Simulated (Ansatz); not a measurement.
# Cl: the cost of one run

Method: DFT PBE, scalar-relativistic, plane waves, PAW, in Ansatz 0.2.0.

The COD entry's cell or inner coordinates are ideal or old and differ from later refinements, so a difference from it is no clean test against experiment.

### Step 1. The system as given

Symmetry: Cmmm, No. 65, orthorhombic system. The conventional cell has a = 5.808 Å, b = 8.668 Å, c = 6.565 Å, α = 90.00°, β = 90.00°, γ = 90.00°. Around Cl (site symmetry 2) lie 6 Cl at 2.90 to 3.28 Å. Around Cl (site symmetry mmm) lie 8 Cl at 3.08 Å.

Structure file:

```
Cl
1.0
     2.90388   -4.33424    0.00000
     2.90388    4.33424    0.00000
     0.00000    0.00000    6.56491
Cl
5
Direct
  0.50000 0.00000 0.25000
  0.00000 0.50000 0.75000
  0.00000 0.50000 0.25000
  0.50000 0.00000 0.75000
  0.00000 0.00000 0.00000
```

This is candidate A: K type (Cmmm, No. 65).

(A quick probe on a coarse mesh, which set the mesh and smearing, is not shown.)

### Step 3. The relaxation (candidate A)

Input file input.yaml:

```yaml
crystal:
  lattice:
    - [2.9038764461, -4.3342376353, 0.0]
    - [2.9038764461, 4.3342376353, 0.0]
    - [0.0, 0.0, 6.5649106253]
  atoms:
    - { symbol: Cl, position: [0.5, 0.0, 0.25] }
    - { symbol: Cl, position: [0.0, 0.5, 0.75] }
    - { symbol: Cl, position: [0.0, 0.5, 0.25] }
    - { symbol: Cl, position: [0.5, 0.0, 0.75] }
    - { symbol: Cl, position: [0.0, 0.0, 0.0] }
basis:
  ecutwfc: 420
kpoints:
  mp_grid: { grid: [8, 8, 6] }
hamiltonian:
  xc: pbe
scf:
  occupations: { method: gaussian, width: 0.1 }
output:
  forces: true
  stress: true
  eigenvalues: true
relax:
  adjacent_minimum: "off"
  f_tol: 0.01
  max_steps: 80
  cell: { stress_tol: 0.05 }
```

**Question.** How long does this run take on 1 thread of an Arm CPU, shared host, and how much memory does it need?

About 4.8 min, with a peak of 0.57 GiB.
